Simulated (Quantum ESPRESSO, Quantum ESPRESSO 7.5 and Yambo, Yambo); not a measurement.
**How the form of the self-energy moves the gap of GaAs (F-43m)**

How much does the gap of GaAs (F-43m) depend on the approximation to the self-energy?

Method: PBE and many-body steps on it, plane waves, in Quantum ESPRESSO 7.5 and Yambo 5.3.0.

**What was measured.**

- Gap 1.51 eV: band-edge emission energy from PL (direct gap at Gamma); photoluminescence, 633 nm excitation; 77 K; bulk crystal (MBE GaAs matrix around a thin InAs wetting layer on semi-insulating GaAs (100)) (“Photoluminescence of InAs/GaAs quantum dots under direct two-photon excitation”, 2020, pmc:7331710).

- Gap 1.412 ± 0.01 eV: direct gap E0 at Gamma from ellipsometry; variable-angle spectroscopic ellipsometry, parametric critical-point fit; 300 K; bulk crystal (semi-insulating GaAs(001) reference substrate with native oxide) (“Evidence of valence band perturbations in GaAsN/GaAs(001): A combined variable-angle spectroscopic ellipsometry and modulated photoreflectance investigation”, 2008, arxiv:0805.2212).

- Gap 1.418 ± 0.005 eV: direct gap E0 at Gamma from PR; modulated photoreflectance, low-field lineshape fit; 300 K; bulk crystal (semi-insulating GaAs(001) reference substrate) (“Evidence of valence band perturbations in GaAsN/GaAs(001): A combined variable-angle spectroscopic ellipsometry and modulated photoreflectance investigation”, 2008, arxiv:0805.2212).

- Gap 1.42 eV: fundamental direct gap E0 at Gamma, seen as sharp points in Psi and Delta; spectroscopic ellipsometry; 300 K; bulk crystal (semi-insulating GaAs (100) substrate) (“Ellipsometric study of the Electronic Structure of GaMnAs and LT-GaAs”, 2004, arxiv:cond-mat/0404304).

## (1) The starting structure

It takes space group F-43m (No. 216, cubic). The conventional cell has a = 5.654 Å, b = 5.654 Å, c = 5.654 Å, α = 90.00°, β = 90.00°, γ = 90.00°. Ga has 4 As at 2.45 Å nearest. Nearest to As lie 4 Ga at 2.45 Å. Farther neighbours are not listed.

The cell and positions come from the Crystallography Open Database and are kept as given unless a step says otherwise.

## (2) Empty states on the mesh, 4×4×4 mesh, 555 bands

This step: Quantum ESPRESSO 7.5; DFT, PBE, plane waves, norm-conserving pseudopotentials.

The sums over transitions need many empty states on a uniform mesh; this step solves for them.

Contents of pw.in:

```
&control
  calculation = 'nscf'
  prefix = 'x'
  outdir = 'o'
  pseudo_dir = 'pseudo'
/
&system
  ibrav = 0
  nat = 2
  ntyp = 2
  ecutwfc = 104.0
  nbnd = 555
  force_symmorphic = .true.
/
&electrons
  conv_thr = 1e-9
  electron_maxstep = 80
  diago_full_acc = .true.
  diago_thr_init = 5e-6
/
ATOMIC_SPECIES
  Ga 69.723 Ga.upf
  As 74.922 As.upf
CELL_PARAMETERS angstrom
  0.0000000000 2.8268500000 2.8268500000
  2.8268500000 0.0000000000 2.8268500000
  2.8268500000 2.8268500000 0.0000000000
ATOMIC_POSITIONS crystal
  Ga 0.0000000000 0.0000000000 0.0000000000
  As 0.2500000000 0.2500000000 0.2500000000
K_POINTS automatic
  4 4 4 0 0 0
```

Run with:

```sh
$ OMP_NUM_THREADS=1 mpirun -n 8 pw.x -nk 4 -in pw.in > pw.out
```

Output:

```text
Program PWSCF v.7.5 starts

     This program is part of the open-source Quantum ESPRESSO suite
     for quantum simulation of materials; please cite
         "P. Giannozzi et al., J. Phys.:Condens. Matter 21 395502 (2009);
         "P. Giannozzi et al., J. Phys.:Condens. Matter 29 465901 (2017);
         "P. Giannozzi et al., J. Chem. Phys. 152 154105 (2020);
     in publications or presentations arising from this work. More details at

     Atomic positions and unit cell read from directory:
     o/x.save/

     Message from routine setup:
[...]
66.3909  66.3909  66.8454  68.4226  68.4226  68.6866  68.6866  68.7091
     [... 58 further rows ...]
   294.8970 294.9300 294.9300 295.3118 295.3118 296.0716 296.2859 296.2859
   296.4645 296.7515 296.7515

          k = 0.3536 0.0000 0.0000 (  5457 PWs)   bands (ev):

     [... further k-points ...]

     highest occupied, lowest unoccupied level (ev):     9.8275   10.3456

     XML data file, pseudopotentials, collected wavefunctions

=------------------------------------------------------------------------------=
   JOB DONE.
=------------------------------------------------------------------------------=
```

Wall time 69 s (8 MPI ranks of Arm Neoverse V2, shared host); peak memory 1.8 GiB.

Numbers from this step:

```
gap                                                           : 0.5181 eV
k of the valence top                                          : 0, 0, 0
k of the conduction bottom                                    : 0, 0, 0
least direct gap                                              : 0.5181 eV
k points computed                                             : 8
lowest point of the top converged band, above the valence top : 286.9240 eV
```

On this mesh the gap is 0.518 eV.

The density comes from a self-consistent run that is not shown.

## (3) Conversion and set-up

This step: Yambo 5.3.0; conversion and set-up on PBE, plane waves, norm-conserving pseudopotentials.

The states are converted to the many-body program's format and the q mesh is built.

Run with:

```sh
$ (cd o/x.save; p2y > p2y.log; mv SAVE ../..); yambo > setup.log
```

Output:

```text
 Yambo, version 5.3.0

 [02] CORE Variables Setup
 =========================

  [02.01] Unit cells
  ==================

  Cell kind             :  FCC
  Atoms in the cell     :  Ga  As
  number of Ga atoms    :  1
  number of As atoms    :  1

  List of atomic masses
  Mass of Ga    :  69.72300
  Mass of As    :  74.92200

  List of atomic coordinates    : [cc]
  Ga1       :  0.000000  0.000000  0.000000  order 1
  As1       :  2.670986  2.670986  2.670986  order 2

  Alat factors          :  5.341972  5.341972  5.341972 [a.u.]
  Direct lattice volume :  304.8842 [a.u.]
[...]
==========================================

 IBZ Q-points                                      :   8
 BZ  Q-points                                      :   64

 K/Q-points units:
 rlu = crystal or reduced units; cc = cartesian coordinates; iku = interal k-units

 Q [1]          [rlu]:  0.000000  0.000000  0.000000
 Q [2]          [rlu]: -0.91587E-18 -0.91587E-18  0.25000
 Q [3]          [rlu]:  0.18317E-17  0.18317E-17 -0.50000
[...]
Q [7]          [rlu]:  0.52231E-17 -0.50000     -0.50000
 Q [8]          [rlu]:  0.250000 -0.500000 -0.250000

  [03.01] X indexes
  =================

   [03.01.01] Sigma indexes
   ========================

 [06] Game Over & Game summary
```

It took 3.3 s on 1 MPI rank; peak memory 0.25 GiB.

## (4) G0W0, Godby-Needs plasmon pole

G0W0 replaces the xc potential by the self-energy, built once from these orbitals. Only a window of levels is corrected, while the sums run over the empty bands that the input names.

This step: G0W0 on PBE, plane waves, norm-conserving pseudopotentials.

Contents of gw2.in:

```
HF_and_locXC
gw0
dyson
ppa
em1d
rim_cut
RandQpts= 1000000
RandGvec= 1 RL
EXXRLvcs= 104 Ry
VXCRLvcs= 416 Ry
Chimod= "HARTREE"
% BndsRnXp
 1 | 239 |
%
NGsBlkXp= 17 Ry
% LongDrXp
 1 | 1 | 1 |
%
% GbndRnge
 1 | 239 |
%
DysSolver= "n"
ExtendOut
PPAPntXp= 27.21138 eV
% QPkrange
 1 | 1 | 21 | 24 |
%
```

Run with:

```sh
$ OMP_NUM_THREADS=1 mpirun -n 8 yambo -F gw2.in -J gw2 -C gw2 > gw2.log
```

Output:

```text
 Yambo, version 5.3.0

 [02] CORE Variables Setup
 =========================

  [... cell, symmetries and grids as in the set-up ...]

  [02.05] Energies & Occupations
  ==============================

  [X] === General ===
  [X] Electronic Temperature                        :  0.000000  0.000000 [eV K]
  [X] Bosonic    Temperature                        :  0.000000  0.000000 [eV K]
  [X] Finite Temperature mode                       : no
  [X] El. density                                   :  0.97390E+24 [cm-3]
  [X] Fermi Level                                   :  9.827510 [eV]

  [X] === Gaps and Widths ===
  [X] Conduction Band Min                           :  0.518058 [eV]
  [X] Valence Band Max                              :  0.000000 [eV]
  [X] Filled Bands                                  :  22
  [X] Empty Bands                                   :    23   555
  [X] Direct Gap                                    :  0.518058 [eV]
  [X] Direct Gap localized at k                     :  1
  [X] Indirect Gap                                  :  0.518058 [eV]
  [X] Indirect Gap between kpts                     :  1  1
  [X] Last valence band width                       :  3.339194 [eV]
  [X] 1st conduction band width                     :  4.106600 [eV]

 [03] Transferred momenta grid and indexing
 ==========================================

 IBZ Q-points                                      :   8
 BZ  Q-points                                      :   64

 K/Q-points units:
 rlu = crystal or reduced units; cc = cartesian coordinates; iku = interal k-units

 Q [1]          [rlu]:  0.000000  0.000000  0.000000
 Q [2]          [rlu]: -0.91587E-18 -0.91587E-18  0.25000
 Q [3]          [rlu]:  0.18317E-17  0.18317E-17 -0.50000
 Q [4]          [rlu]: -0.26116E-17  0.25000      0.25000
 Q [5]          [rlu]:  0.71282E-16  0.25000      0.50000
 Q [6]          [rlu]:  0.18317E-17  0.25000     -0.25000
 Q [7]          [rlu]:  0.52231E-17 -0.50000     -0.50000
 Q [8]          [rlu]:  0.250000 -0.500000 -0.250000

 [04] Coloumb potential Random Integration (RIM)
 ===============================================

  [04.01] RIM initialization
  ==========================

  * Diagonal components only detected *

  8 x (sBL volume)        :  0.101699 [a.u.]
  sBZ random points       :  1000000
  Points outside the sBZ  :   7987327
  RL volume               :  0.813588 [a.u.]
  Integrated volume       :  0.814879 [a.u.]

  [04.02] RIM integrals
  =====================

  Gamma point sphere radius             :  0.084669 [a.u.]
  Points outside the sphere             :   799513
  [Int_sBZ(q=0) 1/q^2]*(Vol_sBZ)^(-1/3) =:  7.764325
                                 should be <:  7.795600

  Summary of Coulomb integrals for non-metallic bands |Q|[au] RIM/Bare

  Q [1] 0.100000E-4 0.995988 * Q [2] 0.254653 1.066317
  Q [4] 0.294048 1.065091 * Q [6] 0.415847 1.027759
  Q [5] 0.487623 1.020584 * Q [3] 0.509306 1.018268
  Q [7] 0.588096 1.014689 * Q [8] 0.657511 1.011648

 [WARNING] [Xp] User bands 1-239 break level degeneracy

 [05] Dipoles
 ============

  [05.01] Setup: observables and procedures
  =========================================

 [06] Dynamic Dielectric Matrix (PPA)
 ====================================

 [SLK-Inversion]  Pools        :  2
 [SLK-Inversion]  BLACS grid   :  2  2

 [WR./gw2//ndb.pp]---------------------------------------------------------------
  Brillouin Zone Q/K grids (IBZ/BZ)                :    8   64    8   64
  RL vectors                                       :   6567 [WF]
  Coulomb cutoff potential                         : none
  Electronic Temperature                           :  0.000000 [K]
  Bosonic    Temperature                           :  0.000000 [K]
  PPA    diel. fun.  energies                      : Perdew, Burke & Ernzerhof(X)+Perdew, Burke & Ernzerhof(C)
  wavefunctions                                    : Perdew, Burke & Ernzerhof(X)+Perdew, Burke & Ernzerhof(C)
  Global Gauge                                     : length
  X matrix size                                    :   387
  X band range                                     :    1  239
  X e/h energy range                               : -1.000000 -1.000000 [eV]
  X Time ordering                                  : R
  X Hxc Kernel                                     : HARTREE
  X Drude frequency                                :  0.000000  0.000000
  X poles                                          :  100.0000 [o/o]
  RL vectors in the sum                            :   6567
  [r,Vnl] included                                 : yes
  Field direction                                  :  0.577350E-5  0.577350E-5  0.577350E-5
  BZ energy Double Grid                            : no
  BZ energy DbGd points                            : 0
  BZ Q point size factor                           : -1.000000
  X Optical Averaged directions                    : none

 [07] Local Exchange-Correlation + Non-Local Fock
 ================================================

 [VXC] Plane waves :   43655
 [EXS] Plane waves :   5601

 QP @ state[ 1 ] K range:  1  1
 QP @ state[ 1 ] b range:  21  24

 [xc] Functional : Perdew, Burke & Ernzerhof(X)+Perdew, Burke & Ernzerhof(C)
 [xc] LIBXC used to calculate xc functional
  PP Number of Atomic Species                      :  2
  NLCC RL compoments                               :   43655
  PP Number of Atomic Species                      :  2
  NLCC RL compoments                               :   43655

 [xc] E_xc :  -45.46123 [Ha]
      E_xc :  -90.92246 [Ry]

  Local XC kind (lXC) : Perdew, Burke & Ernzerhof(X)+Perdew, Burke & Ernzerhof(C)
  Non-Local XC kind (nlXC) : Hartree-Fock

  Corrections @ K [1] :  [eV]
 <21|nlXC|21> = -15.93724  0.22402E-16 <21|lXC|21> = -14.36257 -0.18882E-15
 <22|nlXC|22> = -15.93715 -0.31082E-17 <22|lXC|22> = -14.36257  0.47204E-16
 <23|nlXC|23> = -10.69830 -0.27111E-17 <23|lXC|23> = -14.69845 -0.11801E-16
 <24|nlXC|24> = -7.088590 -0.20586E-17 <24|lXC|24> = -11.53166  0.18882E-15

 [08] Dyson equation: Newton solver
 ==================================

  [08.01] G0W0 (W PPA)
  ====================

  [  GW  ] Bands range     :    1  239
  [GW/PPA] G damping       :  0.100000 [eV]

  QP @ state[ 1 ] K range:  1  1
  QP @ state[ 1 ] b range:  21  24

   Sc/G bands                                       :    1  239
   Sc/G damping                                     :  0.100000 ev
   Sc bands terminator                              : no
   Sx RL components                                 :   5601

   QP @ state[ 1 ] K range                          :  1  1
   QP @ state[ 1 ] b range                          :  21  24
   GF energies kind                                 : Perdew, Burke & Ernzerhof(X)+Perdew, Burke & Ernzerhof(C)
   GF WF`s kind                                     : Perdew, Burke & Ernzerhof(X)+Perdew, Burke & Ernzerhof(C)
   Xs energies kind                                 : Perdew, Burke & Ernzerhof(X)+Perdew, Burke & Ernzerhof(C)
   Xs WF`s kind                                     : Perdew, Burke & Ernzerhof(X)+Perdew, Burke & Ernzerhof(C)

 [11] Game Over & Game summary
```

It took 4 min on 8 MPI ranks; peak memory 4.6 GiB; 32 min of CPU time.

Numbers from this step:

```
G0W0 gap on the points computed              : 1.134 eV
starting gap on the mesh                     : 0.5181 eV
k of the valence top                         : 0, 0, 0
k of the conduction bottom                   : 0, 0, 0
least direct G0W0 gap on the computed points : 1.134 eV
Z at the valence top                         : 0.7950
Z at the conduction bottom                   : 0.7981
```

The gap on the mesh goes from 0.52 eV to 1.13 eV, a correction of +0.62 eV.

[end of part 1 of 2]

[Paths, hosts, dates, memory and timing lines, banners, echoed tables and standing remarks are left out of the program output.]

[Logs are printed without paths, hosts, clocks, repeated set-up lines and the standing remarks that a program may print on its own settings, such as how far it seeks lower states.]

[Runs of the session that timed out or met a known fault of the program may be left out.]

[Hosts, paths, dates, database ids (printed as entryN), source tags and the programs' standing remarks are cut or masked in the printed files.]
